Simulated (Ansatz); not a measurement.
# Ta2C: straining the crystal, uniaxial strain along c

The task here is to estimate one member of a computed series from the others.

Method: DFT PBEsol, scalar-relativistic, plane waves, PAW, in Ansatz 0.2.0.

2 further runs of the same task are left out: 2 set aside as unsound or not needed.

## The system as given

It takes space group P-3m1 (No. 164, trigonal). Conventional cell: a = 3.095 Å, b = 3.095 Å, c = 4.921 Å, α = 90.00°, β = 90.00°, γ = 120.00°. Around Ta (site symmetry 3m) lie 3 C at 2.18 Å. C (site symmetry -3m) is surrounded by 6 Ta at 2.18 Å.

Coordinates:

```
Ta C
1.0
     3.09530    0.00000    0.00000
    -1.54765    2.68061    0.00000
     0.00000    0.00000    4.92108
Ta C
2 1
Direct
  0.33333 0.66667 0.25288
  0.66667 0.33333 0.74712
  0.00000 0.00000 0.00000
```

This cell was relaxed beforehand with the same method: volume 13.61 Å³/atom, gap on the mesh none (metal).

The unstrained cell was computed beforehand with the same settings: E(σ→0) = -19861.6744 eV for 3 atoms, gap none (metal).

Set-up of the first run:

The input, input.yaml:

```yaml
crystal:
  lattice:
    - [3.1030389483, 0.0, 0.0]
    - [-1.5515194741, 2.6873105581, 0.0]
    - [0.0, 0.0, 4.8718694922]
  atoms:
    - { symbol: Ta, position: [0.3333333333, 0.6666666667, 0.2528761937] }
    - { symbol: Ta, position: [0.6666666667, 0.3333333333, 0.7471238063] }
    - { symbol: C, position: [0.0, 0.0, 0.0] }
basis:
  ecutwfc: 420
kpoints:
  mp_grid: { grid: [18, 18, 10] }
hamiltonian:
  xc: pbesol
scf:
  occupations: { method: gaussian, width: 0.1 }
output:
  forces: true
  stress: true
  eigenvalues: true
relax:
  adjacent_minimum: "off"
  f_tol: 0.008
  max_steps: 40
  cell: { stress_tol: 0.015, fix: [c, angles] }
```

The run is started by

```console
$ ansatz run input.yaml --threads 1 --pin off --max-ram 2560MiB --backend cpu --events-out ev --progress --plain --runs-dir out
```

Steps of the session up to this table: The cell strained by -1.0 %; Strain +1.0 %; At -2.0 %; The cell strained by +2.0 %; At -3.0 %; The cell strained by +3.0 %.

One table of the session follows, with a row left open; its other results are not shown here.

It belongs to the step «Energy and stress against strain (a metal throughout)». Lengths are those of the vectors of the cell that was run; stresses in GPa:

```
strain (%)  ΔE (meV/atom)  a (Å)  b (Å)  c (Å)
      -3.0           18.5  3.118  3.118  4.773
      -2.0            8.1  3.110  3.110  4.823
      -1.0            2.0  3.102  3.102  4.872
      +0.0            0.0  3.095  3.095  4.921
      +1.0            1.9  3.088  3.088  4.970
      +2.0              ?      ?      ?      ?
      +3.0           16.3  3.076  3.076  5.069
```

Estimate the missing values for strain (%) = +2.0.

Worked estimate for «ΔE (meV/atom)». A straight line through the neighbours (1.0, 1.9) and (3.0, 16.3) gives 1.9 + (16.3 − 1.9) × (2.0 − 1.0) / (3.0 − 1.0) = 9.1; a parabola fitted to 3 rows on both sides gives 7.3.

**Answer.** ΔE (meV/atom): 7.4; a (Å): 3.082; b (Å): 3.082; c (Å): 5.020. In «ΔE (meV/atom)» the line misses by +1.7 and the parabola by -0.1.

ΔE is over the unstrained cell. Stress in GPa, positive in compression, on the Cartesian axes of the input. 

Caveats from the session: Warnings in the runs' records: symmetry narrowed by cell relaxation.
